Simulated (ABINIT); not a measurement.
# GaSb (F-43m) in ABINIT: settings compared, part 2 of 2

ABINIT 10.8.3 (patched build). The steps go on from the part before.

## Step 5: Band structure, BP86

Contents of run.abi:

```
# Datasets: ground state, then fixed potential
ndtset 2

# Pseudopotentials
pp_dirpath "./"
pseudos "Sb.GGA_PBE-JTH.xml, Ga.GGA_PBE-JTH.xml"

# Structure
acell 4.3260792873 4.3260792873 4.3260792873 Angstrom
rprim
     0.0000000000     0.7071067812     0.7071067812
     0.7071067812     0.0000000000     0.7071067812
     0.7071067812     0.7071067812     0.0000000000
ntypat 2
znucl 51 31
natom 2
typat 1 2
xcart
     4.5885000000     4.5885000000     4.5885000000
     0.0000000000     0.0000000000     0.0000000000 Angstrom

# Plane-wave basis
ecut 17.0
pawecutdg 34.0

# Exchange and correlation
ixc -106132

# Bands and occupations
occopt 3
tsmear 0.05 eV

# SCF cycle
nstep 100

# Output
iomode 3
prtwf 0
prteig 0
prtebands 0
enunit 1
prtden1 1
prtvha1 1
prtvclmb1 1
prtpot1 1

# Dataset 1
kptopt1 1
ngkpt1 8 8 8
nshiftk1 1
shiftk1 0.0 0.0 0.0
nband1 18
tolvrs1 1.0e-9

# Dataset 2: bands along G-X-W-K-G-L-U-W-L-K
iscf2 -2
getden2 1
nband2 22
nbdbuf2 2
tolwfr2 1.0e-12
kptopt2 -9
ndivsm2 8
prteig2 1
kptbounds2
     0.0000000000     0.0000000000     0.0000000000
     0.5000000000     0.0000000000     0.5000000000
     0.5000000000     0.2500000000     0.7500000000
     0.3750000000     0.3750000000     0.7500000000
     0.0000000000     0.0000000000     0.0000000000
     0.5000000000     0.5000000000     0.5000000000
     0.6250000000     0.2500000000     0.6250000000
     0.5000000000     0.2500000000     0.7500000000
     0.5000000000     0.5000000000     0.5000000000
     0.3750000000     0.3750000000     0.7500000000
```

Potentials or basis: JTH PAW PBE v2.0.

Run with:

```
$ abinit run.abi > log 2>&1
```

run.abo:

```text
.Version 10.8.3 of ABINIT
 DATASET    1 : space group F-4 3 m (#216); Bravais cF (face-center cubic)
================================================================================
 Values of the parameters that define the memory need for DATASET  1.
     intxc =       0    ionmov =       0      iscf =      17    lmnmax =      18
     lnmax =       6     mgfft =      32  mpssoang =       3    mqgrid =    3001
     natom =       2  nloc_mem =       2    nspden =       1   nspinor =       1
    nsppol =       1      nsym =      24    n1xccc =       1    ntypat =       2
    occopt =       3   xclevel =       2
       mpw =        1308          nfft =       32768          nkpt =          29
 PAW method is used; the additional fine FFT grid is defined by:
   mgfftf=        45    nfftf =     91125
================================================================================
================================================================================

 DATASET    2 : space group F-4 3 m (#216); Bravais cF (face-center cubic)
================================================================================
 Values of the parameters that define the memory need for DATASET  2.
     intxc =       0    ionmov =       0      iscf =      -2    lmnmax =      18
     lnmax =       6     mgfft =      32  mpssoang =       3    mqgrid =    3001
     natom =       2  nloc_mem =       2    nspden =       1   nspinor =       1
    nsppol =       1      nsym =      24    n1xccc =       1    ntypat =       2
    occopt =       3   xclevel =       2
       mpw =        1313          nfft =       32768          nkpt =         139
[... 2008 lines left out ...]
 -10.43464  -10.42930   -4.71390   -1.87984    1.03977    2.61875    6.19292    9.29065
  10.34289   10.66255   12.18949   13.41171   15.90229   17.14989
 kpt# 137, nband= 22, wtk=  1.00000, kpt=  0.3929  0.3929  0.7143 (reduced coord)
 -24.16187  -24.15734  -24.15657  -24.14558  -24.14324  -10.51699  -10.45970  -10.45756
 -10.43529  -10.42913   -4.64143   -1.94115    0.98792    2.54081    6.13056    9.06776
  10.63344   10.95311   12.10299   13.41104   16.39245   17.23521
 kpt# 138, nband= 22, wtk=  1.00000, kpt=  0.3839  0.3839  0.7321 (reduced coord)
 -24.16213  -24.15711  -24.15643  -24.14573  -24.14313  -10.51793  -10.45900  -10.45683
 -10.43591  -10.42895   -4.58255   -1.99989    0.98011    2.47232    6.07351    8.78104
  10.96096   11.21095   12.07873   13.46931   16.74353   17.36042
 kpt# 139, nband= 22, wtk=  1.00000, kpt=  0.3750  0.3750  0.7500 (reduced coord)
 -24.16235  -24.15686  -24.15629  -24.14584  -24.14299  -10.51867  -10.45838  -10.45625
 -10.43646  -10.42871   -4.54482   -2.04383    1.01147    2.41440    6.02492    8.48447
  11.19729   11.41785   12.18917   13.60224   16.80736   17.56341

== END DATASET(S) ==============================================================
================================================================================

 -outvars: echo values of variables after computation  --------
            acell      8.1751050520E+00  8.1751050520E+00  8.1751050520E+00 Bohr
           etotal1    -1.6183145926E+02
            fcart1    -3.6390734517E-31 -3.6390734517E-31  1.0917220355E-30
                       3.6390734517E-31  3.6390734517E-31 -1.0917220355E-30
            rprim      0.0000000000E+00  7.0710678120E-01  7.0710678120E-01
                       7.0710678120E-01  0.0000000000E+00  7.0710678120E-01
                       7.0710678120E-01  7.0710678120E-01  0.0000000000E+00
           strten1    -8.0073267309E-05 -8.0073267309E-05 -8.0073267309E-05
                       0.0000000000E+00  0.0000000000E+00  0.0000000000E+00
           xangst      4.5885000000E+00  4.5885000000E+00  4.5885000000E+00
                      -8.8039567110E-11 -8.8039821823E-11 -8.8039567110E-11
             xred      7.4999999999E-01  7.4999999999E-01  7.4999999999E-01
                      -1.4390294512E-11 -1.4390211245E-11 -1.4390294512E-11
 Calculation completed.
```

Wall time 1.8 min (1 thread of Arm Neoverse V1, shared host); peak memory 0.16 GiB.

What came out:

| Item | Value |
| --- | --- |
| Free energy | -4403.6583 eV |
| Pressure | 2.4 GPa |
| Band gap on the k mesh | none (metal or under the smearing width) |
| Valence electrons inside the program's atomic spheres | Sb 12.57; Ga 11.05 |

Levels at the corners of the path, in eV from the Fermi level:
```tsv
point	band 11	band 12	band 13	band 14	band 15	band 16	band 17	band 18
Γ	-11.54	-0.12	-0.05	-0.05	-0.05	2.76	2.76	2.76
X	-9.11	-6.86	-2.60	-2.60	0.89	1.25	8.64	8.64
W	-9.07	-6.73	-3.36	-3.14	3.61	4.33	4.37	4.78
K	-9.18	-6.68	-3.62	-2.22	1.39	3.85	6.56	6.78
Γ	-11.54	-0.12	-0.05	-0.05	-0.05	2.76	2.76	2.76
L	-9.93	-6.40	-1.19	-1.19	0.33	3.74	3.74	6.50
U	-9.18	-6.68	-3.62	-2.22	1.39	3.85	6.56	6.78
W	-9.07	-6.73	-3.36	-3.14	3.61	4.33	4.37	4.78
L	-9.93	-6.40	-1.19	-1.19	0.33	3.74	3.74	6.50
K	-9.18	-6.68	-3.62	-2.22	1.39	3.85	6.56	6.78
```

Caveat: the PAW data sets were made with another functional, which shifts forces and pressure a little; spin-orbit coupling is left out, which moves the levels of the heavy elements; this crystal is a semiconductor, whose small gap the functional closes, so the metal is an error of the method.

## Step 6: Band structure, AM05

run.abi: that of step 5 with these lines changed.

```diff
@@ -8,3 +8,3 @@
 # Structure
-acell 4.3260792873 4.3260792873 4.3260792873 Angstrom
+acell 8.1751050464 8.1751050464 8.1751050464
 rprim
@@ -17,5 +17,5 @@
 typat 1 2
-xcart
-     4.5885000000     4.5885000000     4.5885000000
-     0.0000000000     0.0000000000     0.0000000000 Angstrom
+xred
+     0.7500000000     0.7500000000     0.7500000000
+     0.0000000000     0.0000000000     0.0000000000
 
@@ -26,3 +26,3 @@
 # Exchange and correlation
-ixc -106132
+ixc -120135
 
@@ -40,3 +40,3 @@
 prtebands 0
-enunit 1
+enunit 2
 prtden1 1
@@ -61,4 +61,5 @@
 kptopt2 -9
-ndivsm2 8
+ndivsm2 5
 prteig2 1
+prtvol2 -3
 kptbounds2
```

Potentials or basis: JTH PAW PBE v2.0.

Run with:

```
$ abinit run.abi > log 2>&1
```

run.abo:

```text
.Version 10.8.3 of ABINIT
 DATASET    1 : space group F-4 3 m (#216); Bravais cF (face-center cubic)
================================================================================
 Values of the parameters that define the memory need for DATASET  1.
     intxc =       0    ionmov =       0      iscf =      17    lmnmax =      18
     lnmax =       6     mgfft =      32  mpssoang =       3    mqgrid =    3001
     natom =       2  nloc_mem =       2    nspden =       1   nspinor =       1
    nsppol =       1      nsym =      24    n1xccc =       1    ntypat =       2
    occopt =       3   xclevel =       2
       mpw =        1308          nfft =       32768          nkpt =          29
 PAW method is used; the additional fine FFT grid is defined by:
   mgfftf=        45    nfftf =     91125
================================================================================
================================================================================

[... 1764 lines left out ...]
 -24.07112  -24.06553  -24.06496  -24.05651  -24.05361  -10.43627  -10.37541  -10.37295
 -10.35569  -10.34801   -4.50358   -2.00274    1.01475    2.42573    6.04087    8.50614
  11.23345   11.44362   12.20222   13.58249   16.83624   17.57985

== END DATASET(S) ==============================================================
================================================================================

 -outvars: echo values of variables after computation  --------
            acell      8.1751050464E+00  8.1751050464E+00  8.1751050464E+00 Bohr
           etotal1    -1.6167702643E+02
            fcart1     1.4556293817E-30  1.4556293817E-30 -4.3668881450E-30
                      -1.4556293817E-30 -1.4556293817E-30  4.3668881450E-30
            rprim      0.0000000000E+00  7.0710678120E-01  7.0710678120E-01
                       7.0710678120E-01  0.0000000000E+00  7.0710678120E-01
                       7.0710678120E-01  7.0710678120E-01  0.0000000000E+00
           strten1    -2.5446438330E-07 -2.5446438330E-07 -2.5446438330E-07
                       0.0000000000E+00  0.0000000000E+00  0.0000000000E+00
           xangst      4.5884999970E+00  4.5884999970E+00  4.5884999970E+00
                       0.0000000000E+00  0.0000000000E+00  0.0000000000E+00
             xred      7.5000000000E-01  7.5000000000E-01  7.5000000000E-01
                       0.0000000000E+00  0.0000000000E+00  0.0000000000E+00
 Calculation completed.
```

It took 82 s on 1 thread of Arm Neoverse V1, shared host; peak memory 0.14 GiB.

Results:

- Free energy: -4399.4560 eV
- Pressure: 0.0 GPa
- Band gap on the k mesh: none (metal or under the smearing width)
- Valence electrons inside the program's atomic spheres: Sb 12.55; Ga 11.04

Levels at the corners of the path, in eV from the Fermi level:
| point | band 11 | band 12 | band 13 | band 14 | band 15 | band 16 | band 17 | band 18 |
| --- | --- | --- | --- | --- | --- | --- | --- | --- |
| Γ | -11.55 | -0.06 | -0.06 | -0.06 | -0.05 | 2.73 | 2.73 | 2.73 |
| X | -9.11 | -6.85 | -2.63 | -2.63 | 0.87 | 1.22 | 8.65 | 8.65 |
| W | -9.07 | -6.72 | -3.40 | -3.17 | 3.63 | 4.30 | 4.35 | 4.73 |
| K | -9.18 | -6.67 | -3.66 | -2.25 | 1.37 | 3.83 | 6.56 | 6.77 |
| Γ | -11.55 | -0.06 | -0.06 | -0.06 | -0.05 | 2.73 | 2.73 | 2.73 |
| L | -9.93 | -6.41 | -1.21 | -1.21 | 0.35 | 3.71 | 3.71 | 6.47 |
| U | -9.18 | -6.67 | -3.66 | -2.25 | 1.37 | 3.83 | 6.56 | 6.77 |
| W | -9.07 | -6.72 | -3.40 | -3.17 | 3.63 | 4.30 | 4.35 | 4.73 |
| L | -9.93 | -6.41 | -1.21 | -1.21 | 0.35 | 3.71 | 3.71 | 6.47 |
| K | -9.18 | -6.67 | -3.66 | -2.25 | 1.37 | 3.83 | 6.56 | 6.77 |

Caveat: the PAW data sets were made with another functional, which shifts forces and pressure a little; spin-orbit coupling is left out, which moves the levels of the heavy elements; this crystal is a semiconductor, whose small gap the functional closes, so the metal is an error of the method.

## Step 7: The runs side by side

```tsv
task	level	potentials or basis	cutoff (eV)	fine-grid cutoff	gap on the mesh (eV)	pressure (GPa)	V0 of scaled cells (Å³/atom)	B0 (GPa)
equation of state	LDA	JTH PAW LDA v2.0	327	653.073 eV	-	-	27.63	53
band structure	PBEsol	JTH PAW PBE v2.0 sp	544	1088.46 eV	none	0.0	-	-
equation of state	LDA-Teter	JTH PAW LDA v2.0 sp	544	1088.46 eV	-	-	27.78	55
band structure	BP86	JTH PAW PBE v2.0	463	925.187 eV	none	2.4	-	-
band structure	AM05	JTH PAW PBE v2.0	463	925.187 eV	none	0.0	-	-
```

Alike in all rows: no spin polarisation; cell as given; k mesh 8 × 8 × 8; smearing fermi-dirac 0.05 eV.

Caveats: the PAW data sets were made with another functional, which shifts forces and pressure a little (some runs); spin-orbit coupling is left out, which moves the levels of the heavy elements (some runs); this crystal is a semiconductor, whose small gap the functional closes, so the metal is an error of the method (some runs); pressures at fixed basis lie under the slope of the energies (some runs); this set keeps more shells in the core, which shifts pressures and gaps (some runs).

Total energies depend on the potentials used, so only differences within one code and one set of settings carry meaning.

## Step 8: How close it comes

Step 3. Against the measured gap of GaSb, 0.811 eV (direct; 4.2 K; a printed reference work, data compilation), the calculated 0.00 eV is off by -0.81 eV. Spin-orbit coupling on Ga, Sb is left out. The value is that of PBEsol on a finite k mesh, which can miss the band edges, without temperature or zero-point motion. Semilocal functionals fall short of measured gaps as a rule.

Step 5. A measured gap of GaSb is 0.811 eV (direct; 4.2 K; a printed reference work, data compilation); the calculated 0.00 eV misses it by -0.81 eV. Spin-orbit coupling on Ga, Sb is left out. The value is that of BP86 on a finite k mesh, which can miss the band edges, without temperature or zero-point motion.

Step 6. Measured gap of GaSb: 0.811 eV (direct; 4.2 K; a printed reference work, data compilation). This calculation gives 0.00 eV (-0.81 eV). Spin-orbit coupling on Ga, Sb is left out. The value is that of AM05 on a finite k mesh, which can miss the band edges, without temperature or zero-point motion. Semilocal functionals fall short of measured gaps as a rule.
